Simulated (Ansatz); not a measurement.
**The polar optical mode of BN at 4 GPa, worked through**

These are results of Ansatz 0.2.0, DFT PBE, scalar-relativistic, plane waves, PAW, not measurements. Cutoff 420 eV, 12×12×12 k-points (Γ-centred), fixed occupations. No spin polarisation. Phonons by linear response, acoustic sum rule imposed.

The cell, relaxed at 4 GPa:
Space group F-43m (No. 216). a = 3.612 Å, b = 3.612 Å, c = 3.612 Å, α = 90.00°, β = 90.00°, γ = 90.00°
```csv
atom,site,symmetry,x,y,z
B,4a,-43m,0.0000,0.0000,0.0000
N,4c,-43m,0.2500,0.2500,0.2500
```

Linear response gives ν_TO = 1040.0 cm⁻¹, Born charges ±1.909 e (positive on B) and ε∞ = 4.603. The primitive cell holds 11.781 Å³, and the masses are 10.810 and 14.007 amu.

Problem. Find ν_LO and the static dielectric constant.

Solution. The long-wave field adds a restoring force: ω_LO² − ω_TO² = Z*²e²/(ε_vac ε∞ μV). In these units ν_LO² − ν_TO² = 4.92064×10⁷ Z*²/(μ V ε∞) cm⁻², with μ = m₁m₂/(m₁ + m₂) = 6.101 amu: 542131 cm⁻². So ν_LO = √(1040.0² + 542131) = 1274.3 cm⁻¹, and the run gives 1274.3. Lyddane–Sachs–Teller then gives ε0 = ε∞ (ν_LO/ν_TO)² = 6.91, against 6.91 in the run (it forms both from the same three quantities, so the match checks the arithmetic only). Between ν_TO and ν_LO the dielectric function is negative and an undamped crystal reflects fully: a reststrahlen band from 7.8 to 9.6 μm.

Problem. What do the Clausius–Mossotti polarisability and the Szigeti charge come to?

Solution. With the Lorentz local field, α = (3V/4π)(ε∞ − 1)/(ε∞ + 2) = 1.53 Å³ for the pair, and e_S = 3Z*/(ε∞ + 2) = 0.87 e. The Born charge includes the electrons' response to the dipole's own local field, and e_S takes that enhancement out. The Lorentz field assumes point-like polarisable ions, a poor picture once ε∞ is this large, since the electron clouds then overlap or are shared, so both numbers are formal here.

Problem. How strongly does a slow electron couple to the LO mode?

Solution. For one isotropic parabolic band, Fröhlich's constant is α_F = (1/ε∞ − 1/ε0) √(m* Ry/ħω_LO), with Ry = 13.606 eV, ħω_LO = 158.0 meV and m* in free-electron masses: α_F = 0.0725 × 9.28 × √m* = 0.67 √m*. The band mass isn't part of this run; for m* = 0.1, 0.3 and 1 it gives 0.21, 0.37, 0.67. In weak coupling the polaron lies α_F ħω_LO below the band edge (58 meV at m* = 0.3) with a mass m*(1 + α_F/6); past α_F of about 5 or 6 that expansion fails. A semilocal functional's ε∞ tends to be too large, which taken alone lowers α_F.

Cost: 1 run of about 0.17 core-minutes, on Arm Neoverse V2 (shared hosts).

Cubic BN combines a stiff covalent lattice with a strongly polar optical mode. Short sp³ bonds and two light atoms put ν_TO at 1040.0 cm⁻¹. The wide LO–TO splitting comes from a sizeable Born charge acting in a small cell with a low reduced mass and only moderate electronic screening. That charge measures how polarisation follows displacement, with electrons shifting towards the more electronegative nitrogen, so it is no evidence of nearly doubly charged ions.

The same stiffness limits the lattice's share of the static response: ε0 reaches only 6.91 from an ε∞ of 4.603, since a given field displaces the sublattices little. This small dielectric contrast, together with the high phonon energy, keeps the Fröhlich coupling weak to moderate for the masses tried.

Both optical frequencies lie somewhat below the established Raman values, although compression should raise them; PBE's tendency to soften bonds is the probable cause. A single pressure gives neither the modes' pressure shift nor their Grüneisen parameters.
